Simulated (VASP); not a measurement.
# Mg (R-3m) in VASP: notebook, part 2 of 2

VASP 6.6.1.

## Step 4: Relaxation of cell and atoms, PBE

Contents of INCAR:

```
PREC     = Accurate       # precision mode
ENCUT    = 600            # plane-wave cutoff, eV
EDIFF    = 1E-7           # SCF threshold, eV
ISMEAR   = 0              # smearing method
SIGMA    = 0.1            # smearing width, eV
LREAL    = False          # projectors in reciprocal space
LASPH    = True           # aspherical terms in the spheres
NELM     = 100            # most SCF steps
ALGO     = Fast           # electronic algorithm
ISIF     = 3              # what is computed and relaxed
LWAVE    = False          # write WAVECAR
LCHARG   = False          # write CHGCAR
GGA      = PE             # functional
IBRION   = 2              # ionic algorithm
NSW      = 90             # ionic steps
EDIFFG   = -0.04          # ionic threshold
```

Contents of KPOINTS:

```
Automatic mesh
0
Gamma
  3 3 3
```

Contents of POSCAR:

```
Mg
1.0
    3.6449664690      2.1044223721      6.2161336964
   -3.6449664690      2.1044223721      6.2161336964
    0.0000000000     -4.2088447441      6.2161336964
Mg
12
Direct
    0.0101900000      0.6536100000      0.0101900000
    0.0101900000      0.0101900000      0.6536100000
    0.6536100000      0.0101900000      0.0101900000
    0.9898100000      0.3463900000      0.9898100000
    0.3463900000      0.9898100000      0.9898100000
    0.9898100000      0.9898100000      0.3463900000
    0.2211800000      0.6306000000      0.2211800000
    0.2211800000      0.2211800000      0.6306000000
    0.6306000000      0.2211800000      0.2211800000
    0.7788200000      0.3694000000      0.7788200000
    0.3694000000      0.7788200000      0.7788200000
    0.7788200000      0.7788200000      0.3694000000
```

Potentials or basis: VASP PAW PBE potentials, release 64 (Mg).

Started as:

```
> cat potpaw_PBE.64/Mg/POTCAR > POTCAR
> mpirun -np 1 vasp_std > vasp.out
```

OUTCAR:

```text
PREC = Accurate
   ENCUT = 600
   EDIFF = 1E-7
   ISMEAR = 0
   LREAL = False
   LASPH = True
   NELM = 100
   ISIF = 3
   GGA = PE
   IBRION = 2
   NSW = 90
   EDIFFG = -0.04

 ion  position               nearest neighbor table
   1  0.010  0.654  0.010-   4 2.48   3 2.60   2 2.60   7 2.67  12 2.68  11 2.68
   2  0.010  0.010  0.654-   6 2.48   3 2.60   1 2.60   8 2.67  10 2.68  11 2.68
   3  0.654  0.010  0.010-   5 2.48   1 2.60   2 2.60   9 2.67  12 2.68  10 2.68
   4  0.990  0.346  0.990-   1 2.48   5 2.60   6 2.60  10 2.67   8 2.68   9 2.68
   5  0.346  0.990  0.990-   3 2.48   4 2.60   6 2.60  11 2.67   8 2.68   7 2.68
   6  0.990  0.990  0.346-   2 2.48   4 2.60   5 2.60  12 2.67   9 2.68   7 2.68
   7  0.221  0.631  0.221-  11 2.65  12 2.65   1 2.67   6 2.68   5 2.68   9 2.98   8 2.98
   8  0.221  0.221  0.631-  10 2.65  11 2.65   2 2.67   4 2.68   5 2.68   7 2.98   9 2.98
   9  0.631  0.221  0.221-  10 2.65  12 2.65   3 2.67   6 2.68   4 2.68   7 2.98   8 2.98
  10  0.779  0.369  0.779-   9 2.65   8 2.65   4 2.67   2 2.68   3 2.68  11 2.98  12 2.98
  11  0.369  0.779  0.779-   7 2.65   8 2.65   5 2.67   2 2.68   1 2.68  10 2.98  12 2.98
  12  0.779  0.779  0.369-   7 2.65   9 2.65   6 2.67   3 2.68   1 2.68  10 2.98  11 2.98

  LATTYP: Found a trigonal (rhomboedric) cell.
 ALAT       =     7.5069762363
 COS(alpha) =     0.5284942553

  Lattice vectors:

 A1 = (   3.6449664690,   2.1044223721,   6.2161336964)
 A2 = (  -3.6449664690,   2.1044223721,   6.2161336964)
[... 185 lines left out ...]
  Direction    XX          YY          ZZ          XY          YZ          ZX
  --------------------------------------------------------------------------------------
  -------------------------------------------------------------------------------------
  Total       24.7522341     24.7522341     33.9003061     -0.0000000      0.0000000      0.0000000
  in kB      138.6203340    138.6203340    189.8524288     -0.0000000      0.0000000      0.0000000
  external PRESSURE =     155.6976989 kB  Pullay stress =       0.0000000 kB
[... 119 lines left out ...]
  FREE ENERGIE OF THE ION-ELECTRON SYSTEM (eV)
  ---------------------------------------------------
  free  energy   TOTEN  =       -11.8397010584 eV

  energy  without entropy=      -11.7851435997  energy(sigma->0) =      -11.81242233

[... ionic steps 4 to 23 ...]

--------------------------------------- Ionic step       24  -------------------------------------------

 number of electron      24.0000000 magnetization

------------------------ aborting loop because EDIFF is reached ----------------------------------------
[... 87 lines left out ...]
--------------------------------------- Ionic step       26  -------------------------------------------

 number of electron      24.0000000 magnetization

 Free energy of the ion-electron system (eV)
  ---------------------------------------------------
  ext. energy  EPLUGINS =         0.00000000
  ---------------------------------------------------
  free energy    TOTEN  =       -13.18385011 eV

  energy without entropy =      -13.14183311  energy(sigma->0) =      -13.16284161

 E-fermi :   0.9253     XC(G=0):  -7.3606

 val. band max:        0.9123093649   @ k =   0.3333   0.3333   0.0000
 cond. band min:       0.9546367688   @ k =   0.0000   0.0000   0.0000
 fundamental gap:      0.0423274038
 Fermi energy:         0.9252826717

 k-point     1 :       0.0000    0.0000    0.0000
  band No.  band energies     occupation
      1      -4.8993      2.00000
      2      -2.4734      2.00000
      3      -2.0299      2.00000
      4      -1.4903      2.00000
      5      -1.4903      2.00000
      6      -1.4534      2.00000
[... 160 lines left out ...]
  FREE ENERGIE OF THE ION-ELECTRON SYSTEM (eV)
  ---------------------------------------------------
  free  energy   TOTEN  =       -13.1838501077 eV

  energy  without entropy=      -13.1418331147  energy(sigma->0) =      -13.16284161

 reached required accuracy - stopping structural energy minimisation
```

Run time: 20 min. Hardware: 1 thread of Intel Xeon Platinum 8488C (Sapphire Rapids), shared host; peak memory 0.49 GiB.

Results:

- Free energy: -13.1839 eV
- Relaxed volume: 31.49 Å³/atom
- Relaxed cell: a = 8.859 Å, b = 8.859 Å, c = 8.859 Å, α = 50.20°, β = 50.20°, γ = 50.20°
- Space group after relaxing (to 0.05 Å): R-3m (No. 166)
- Energy gained by relaxing: 599.6 meV/atom
- Ionic steps: 26
- Pressure after relaxing: 0.0 GPa
- Largest force after relaxing: 0.028 eV/Å
- Band gap on the k mesh: none (metal or under the smearing width)

Forces on the atoms (eV/Å):
```
Mg   0.006 -0.003  0.005
Mg   0.000  0.007  0.005
Mg  -0.006 -0.003  0.005
Mg  -0.006  0.003 -0.005
Mg   0.006  0.003 -0.005
Mg   0.000 -0.007 -0.005
Mg   0.021 -0.012  0.014
Mg   0.000  0.024  0.014
Mg  -0.021 -0.012  0.014
Mg  -0.021  0.012 -0.014
Mg   0.021  0.012 -0.014
Mg   0.000 -0.024 -0.014
```

The path:
| step | energy change (eV) | largest force (eV/Å) | pressure (GPa) | volume (Å³) |
| --- | --- | --- | --- | --- |
| 1 | 0.0000 | 2.4139 | 15.57 | 286.09 |
| 2 | -5.7198 | 0.5524 | 1.37 | 392.99 |
| 3 | -5.8511 | 0.5653 | 0.44 | 410.35 |
| 4 | -5.7989 | 0.5749 | -0.94 | 446.56 |
| 5 | -5.8761 | 0.5735 | -0.18 | 424.36 |
| 6 | -5.8761 | 0.5725 | -0.05 | 421.24 |
| 7 | -6.0190 | 0.4101 | -0.12 | 421.51 |
| 8 | -6.1548 | 0.4002 | -0.16 | 421.67 |
| 9 | -6.1594 | 0.4318 | -0.15 | 421.64 |
| 10 | -6.2440 | 0.3670 | -0.15 | 418.73 |
| 11 | -6.4124 | 0.3008 | -0.09 | 409.89 |
| 12 | -6.4432 | 0.5352 | 0.42 | 391.83 |
| 13 | -6.5455 | 0.4738 | 0.05 | 394.57 |
| 14 | -6.6801 | 0.2630 | -0.67 | 400.99 |
| 15 | -6.8420 | 0.2253 | -0.31 | 388.26 |
| 16 | -6.9604 | 0.3421 | 0.58 | 367.00 |
| 17 | -7.0576 | 0.2249 | 0.31 | 369.81 |
| 18 | -7.0649 | 0.3113 | 0.23 | 370.82 |
| 19 | -7.1354 | 0.1709 | -0.18 | 378.31 |
| 20 | -7.1457 | 0.1087 | -0.38 | 382.61 |
| 21 | -7.1798 | 0.0674 | 0.10 | 374.75 |
| 22 | -7.1799 | 0.0630 | 0.08 | 375.04 |
| 23 | -7.1845 | 0.0597 | 0.01 | 376.59 |
| 24 | -7.1876 | 0.0563 | -0.12 | 379.27 |
| 25 | -7.1903 | 0.0445 | -0.10 | 378.93 |
| 26 | -7.1952 | 0.0281 | -0.05 | 377.89 |

Final structure:
```yaml
crystal:
  lattice:
    - [3.75819, 2.16979, 7.72357]
    - [-3.75819, 2.16979, 7.72357]
    - [0.00000, -4.33959, 7.72357]
  atoms:
    - { symbol: Mg, position: [0.09143, 0.50553, 0.09143] }
    - { symbol: Mg, position: [0.09143, 0.09143, 0.50553] }
    - { symbol: Mg, position: [0.50553, 0.09143, 0.09143] }
    - { symbol: Mg, position: [0.90857, 0.49447, 0.90857] }
    - { symbol: Mg, position: [0.49447, 0.90857, 0.90857] }
    - { symbol: Mg, position: [0.90857, 0.90857, 0.49447] }
    - { symbol: Mg, position: [0.23254, 0.63159, 0.23254] }
    - { symbol: Mg, position: [0.23254, 0.23254, 0.63159] }
    - { symbol: Mg, position: [0.63159, 0.23254, 0.23254] }
    - { symbol: Mg, position: [0.76746, 0.36841, 0.76746] }
    - { symbol: Mg, position: [0.36841, 0.76746, 0.76746] }
    - { symbol: Mg, position: [0.76746, 0.76746, 0.36841] }
```

Caveat: the volume moved by over 15 % at a fixed basis, so the end points are rough.

## Step 5: Overview

| task | cell | cutoff (eV) | gap on the mesh (eV) | pressure (GPa) | largest force (eV/Å) |
| --- | --- | --- | --- | --- | --- |
| single point | R-3m, 23.84 Å³/atom | 520 | none | 15.6 | 2.41 |
| single point | R-3m, 31.13 Å³/atom | 520 | none | 0.2 | 0.01 |
| relaxation of cell and atoms | relaxed | 600 | none | 0.0 | 0.03 |

Alike in all rows: level PBE; potentials or basis VASP PAW PBE potentials, release 64 (Mg); no spin polarisation; k mesh 3 × 3 × 3; smearing gaussian 0.1 eV.

Caveats: so large a pressure means that the cell lies far from this level's equilibrium, or that cutoff or potentials fall short (some runs); forces of over 1 eV/Å show positions far from the minimum, so gaps and moduli don't describe the material at rest (some runs); the volume moved by over 15 % at a fixed basis, so the end points are rough (some runs).

Total energies depend on the potentials used, so only differences within one code and one set of settings carry meaning.
